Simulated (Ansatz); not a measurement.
Ge:

```
Ge
1.0
     0.00000    2.82891    2.82891
     2.82891    0.00000    2.82891
     2.82891    2.82891    0.00000
Ge
2
Direct
  0.25000 0.25000 0.25000
  0.00000 0.00000 0.00000
```

The cell isn't the ideal one: the cell as VASP's run set it.

| Property | Result |
| --- | --- |
| Program | Ansatz 0.2.0 |
| Task | relaxation of cell and atoms |
| Functional | PBE |
| Dispersion | D3(BJ) |
| Potentials or basis | all-electron LAPW, relativistic spinors |
| Basis error allowed | 0.001 eV/atom |
| k mesh | 6 × 6 × 6 |
| Occupations | gaussian, width 0.1 eV |
| Spin | spin-orbit coupling, no magnetisation |

At the start: volume 22.64 Å³/atom.

Where does the relaxation end?

Over 4 steps the energy falls by 2.7 meV/atom and the volume is 23.19 Å³/atom (+2.4 %); space group Fd-3m (No. 227, to 0.05 Å).

The path:
```
step  energy change (eV)  largest force (eV/Å)  volume (Å³)
   1              0.0000                0.0000        45.28
   2             -0.0050                0.0000        46.12
   3             -0.0053                0.0000        46.38
   4             -0.0053                0.0000        46.38
```

Final structure:
```
Ge
1.0
     0.00000    2.85177    2.85177
     2.85177    0.00000    2.85177
     2.85177    2.85177    0.00000
Ge
2
Direct
  0.25000 0.25000 0.25000
  0.00000 0.00000 0.00000
```

Caveat: the k mesh is thin for a metal, which can move the energy by tens of meV per atom.
